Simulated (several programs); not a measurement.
A 4-atom cell of GaN started from a crystallographic database, relaxed with r2SCAN in Ansatz, was computed with several methods. It is hexagonal, P6_3mc (No. 186); conventional cell a = 3.183 Å, c = 5.184 Å, 11.37 Å³ an atom. Ga is surrounded by 4 N at 1.95 Å; N is surrounded by 4 Ga at 1.95 Å. (Simulation; spin polarisation is off.)

```xyz
4
Lattice="3.1831 0.0000 0.0000 -1.5916 2.7567 0.0000 0.0000 0.0000 5.1836" Properties=species:S:1:pos:R:3 pbc="T T T"
Ga    0.0000    1.8378   -0.0046
Ga    1.5916    0.9189    2.5872
N     0.0000    1.8378    1.9485
N     1.5916    0.9189    4.5403
```

Gaps and times are for a single point on this cell; volume and bulk modulus come from each method's own relaxation or energy curve at fixed shape, which is too stiff where a cell has free coordinates or axes. Times are rough, from shared hosts (Arm Neoverse N1; Arm Neoverse V1; NVIDIA H100 80GB HBM3), and each method has its own mesh and cell size. A double dagger marks a value from a curve with shape and coordinates held. PM6 (MOPAC), PM7 (MOPAC), GFN1-xTB (tblite), GFN2-xTB (tblite) treat a cluster of cells at its zone centre, which samples few k points: where these miss a band edge, the gap comes out too large for that reason alone. Gaps from k meshes are read at a limited set of points (mesh, symmetry points, PBE's band edges), so each method's own least gap may be somewhat smaller. Force fields have no electrons; where one was fitted to this phase, its volume and modulus reflect the fit. xTB and the PM methods were fitted mostly to molecules, and can miss a solid's gap by electronvolts. Minimal bases can be far off for gaps. Times of the plane-wave ladder aren't listed, since it ran on unlike processors and cards. GLLB-SC's gap includes the derivative discontinuity. G0W0 is at finite bands, cutoff and mesh. d marks a direct gap, i an indirect one (no mark: not told apart), a dash a value that wasn't computed or didn't pass its checks.

```json
{"method": "PBEsol", "kind": "semilocal", "gap (eV)": "–", "own volume (Å³/atom)": "11.37", "bulk modulus (GPa)": "–", "atoms computed": "4", "processor time": "–"}
{"method": "GaN.sw (LAMMPS)", "kind": "force field", "gap (eV)": "–", "own volume (Å³/atom)": "11.48", "bulk modulus (GPa)": "206‡", "atoms computed": "4", "processor time": "0.11 s"}
{"method": "GaN.tersoff (LAMMPS)", "kind": "force field", "gap (eV)": "–", "own volume (Å³/atom)": "11.38", "bulk modulus (GPa)": "208‡", "atoms computed": "4", "processor time": "0.12 s"}
{"method": "light PBE (260 eV and a coarse mesh)", "kind": "light plane-wave", "gap (eV)": "1.62 d", "own volume (Å³/atom)": "–", "bulk modulus (GPa)": "–", "atoms computed": "4", "processor time": "1.5 s"}
{"method": "LDA", "kind": "semilocal", "gap (eV)": "1.94 d", "own volume (Å³/atom)": "11.05", "bulk modulus (GPa)": "–", "atoms computed": "4", "processor time": "–"}
{"method": "PM6 (MOPAC)", "kind": "semi-empirical", "gap (eV)": "5.01", "own volume (Å³/atom)": "–", "bulk modulus (GPa)": "–", "atoms computed": "cluster", "processor time": "4 s"}
{"method": "GFN1-xTB (tblite)", "kind": "tight binding", "gap (eV)": "1.50", "own volume (Å³/atom)": "–", "bulk modulus (GPa)": "–", "atoms computed": "cluster", "processor time": "7.1 s"}
{"method": "PBE", "kind": "semilocal", "gap (eV)": "1.93 d", "own volume (Å³/atom)": "11.76", "bulk modulus (GPa)": "172‡", "atoms computed": "4", "processor time": "–"}
{"method": "GFN2-xTB (tblite)", "kind": "tight binding", "gap (eV)": "1.88", "own volume (Å³/atom)": "10.95‡", "bulk modulus (GPa)": "131‡", "atoms computed": "cluster", "processor time": "10 s"}
{"method": "GLLB-SC (GPAW)", "kind": "model potential", "gap (eV)": "2.81", "own volume (Å³/atom)": "–", "bulk modulus (GPa)": "–", "atoms computed": "4", "processor time": "14 s"}
{"method": "PBE/SZV (CP2K)", "kind": "small basis", "gap (eV)": "2.06 d", "own volume (Å³/atom)": "12.22‡", "bulk modulus (GPa)": "159‡", "atoms computed": "4", "processor time": "15 s"}
{"method": "G0W0@r2SCAN (180 eV screening cutoff)", "kind": "many-body", "gap (eV)": "3.34", "own volume (Å³/atom)": "–", "bulk modulus (GPa)": "–", "atoms computed": "4", "processor time": "–"}
{"method": "PBE+SOC", "kind": "semilocal", "gap (eV)": "1.93 d", "own volume (Å³/atom)": "–", "bulk modulus (GPa)": "–", "atoms computed": "4", "processor time": "–"}
{"method": "PBE/single zeta (GPAW)", "kind": "small basis", "gap (eV)": "2.22 d", "own volume (Å³/atom)": "–", "bulk modulus (GPa)": "–", "atoms computed": "4", "processor time": "19 s"}
{"method": "r2SCAN", "kind": "semilocal", "gap (eV)": "2.35 d", "own volume (Å³/atom)": "11.37", "bulk modulus (GPa)": "197‡", "atoms computed": "4", "processor time": "–"}
{"method": "PM7 (MOPAC)", "kind": "semi-empirical", "gap (eV)": "3.32", "own volume (Å³/atom)": "–", "bulk modulus (GPa)": "–", "atoms computed": "cluster", "processor time": "23 s"}
{"method": "LC-ωPBE", "kind": "hybrid", "gap (eV)": "8.50 d", "own volume (Å³/atom)": "–", "bulk modulus (GPa)": "–", "atoms computed": "4", "processor time": "–"}
{"method": "G0W0@PBE0 (180 eV screening cutoff)", "kind": "many-body", "gap (eV)": "3.88", "own volume (Å³/atom)": "–", "bulk modulus (GPa)": "–", "atoms computed": "4", "processor time": "–"}
{"method": "G0W0@PBE (260 eV screening cutoff)", "kind": "many-body", "gap (eV)": "3.06", "own volume (Å³/atom)": "–", "bulk modulus (GPa)": "–", "atoms computed": "4", "processor time": "–"}
{"method": "G0W0@HSE06 (180 eV screening cutoff)", "kind": "many-body", "gap (eV)": "3.70", "own volume (Å³/atom)": "–", "bulk modulus (GPa)": "–", "atoms computed": "4", "processor time": "–"}
{"method": "PBE/DZVP (CP2K)", "kind": "small basis", "gap (eV)": "1.92 d", "own volume (Å³/atom)": "11.92‡", "bulk modulus (GPa)": "165‡", "atoms computed": "4", "processor time": "56 s"}
{"method": "PBE0", "kind": "hybrid", "gap (eV)": "3.89 d", "own volume (Å³/atom)": "–", "bulk modulus (GPa)": "–", "atoms computed": "4", "processor time": "–"}
{"method": "HSE06", "kind": "hybrid", "gap (eV)": "3.20 d", "own volume (Å³/atom)": "11.37", "bulk modulus (GPa)": "–", "atoms computed": "4", "processor time": "–"}
{"method": "r2SCANh", "kind": "hybrid", "gap (eV)": "3.07 d", "own volume (Å³/atom)": "–", "bulk modulus (GPa)": "–", "atoms computed": "4", "processor time": "–"}
{"method": "DDH-PBE0", "kind": "hybrid", "gap (eV)": "3.26 d", "own volume (Å³/atom)": "–", "bulk modulus (GPa)": "–", "atoms computed": "4", "processor time": "–"}
{"method": "HSE06+SOC", "kind": "hybrid", "gap (eV)": "3.19 d", "own volume (Å³/atom)": "–", "bulk modulus (GPa)": "–", "atoms computed": "4", "processor time": "–"}
{"method": "G0W0@LDA (140 eV screening cutoff)", "kind": "many-body", "gap (eV)": "3.12", "own volume (Å³/atom)": "–", "bulk modulus (GPa)": "–", "atoms computed": "4", "processor time": "–"}
```

Question: How far from the measured values lie the methods that can be set against them?

Answer:
- Band gap, measured 3.503 eV: light PBE (260 eV and a coarse mesh) -1.89 eV, LDA -1.56 eV, PM6 (MOPAC) +1.51 eV, GFN1-xTB (tblite) -2.01 eV, PBE -1.57 eV, GFN2-xTB (tblite) -1.63 eV, GLLB-SC (GPAW) -0.70 eV, PBE/SZV (CP2K) -1.45 eV, G0W0@r2SCAN (180 eV screening cutoff) -0.17 eV, PBE+SOC -1.57 eV, PBE/single zeta (GPAW) -1.28 eV, r2SCAN -1.15 eV, PM7 (MOPAC) -0.18 eV, LC-ωPBE +5.00 eV, G0W0@PBE0 (180 eV screening cutoff) +0.38 eV, G0W0@PBE (260 eV screening cutoff) -0.44 eV, G0W0@HSE06 (180 eV screening cutoff) +0.20 eV, PBE/DZVP (CP2K) -1.59 eV, PBE0 +0.39 eV, HSE06 -0.30 eV, r2SCANh -0.43 eV, DDH-PBE0 -0.24 eV, HSE06+SOC -0.31 eV, G0W0@LDA (140 eV screening cutoff) -0.38 eV.
- Volume, measured 11.42 Å³ an atom: PBEsol -0.4 %, GaN.sw (LAMMPS) +0.6 %, GaN.tersoff (LAMMPS) -0.3 %, LDA -3.2 %, PBE +3.0 %, r2SCAN -0.4 %, HSE06 -0.4 %.
The calculations are for a static lattice; samples hold vibrations, temperature and, in optical gaps, excitons. A measured value is shown where most reports agree with it, and only for the quantities listed. Sources: 3.503 eV (direct gap at Gamma, earlier experiment; “Studying electronic properties in GaN without electrical contacts using γ-γ vs e−-γ Perturbed Angular Correlations”; Cited literature value; temperature and sample not stated; 2019; pmc:6823545); 11.42 Å³ an atom (from the lattice constants; a, Expt. column of Table I; “Vacancy defect in bulk and at (10overline10) surface of GaN: A combined first-principles theoretical and experimental analysis”; 2017; arxiv:1710.05670).

Only the rows marked +SOC include spin-orbit coupling.
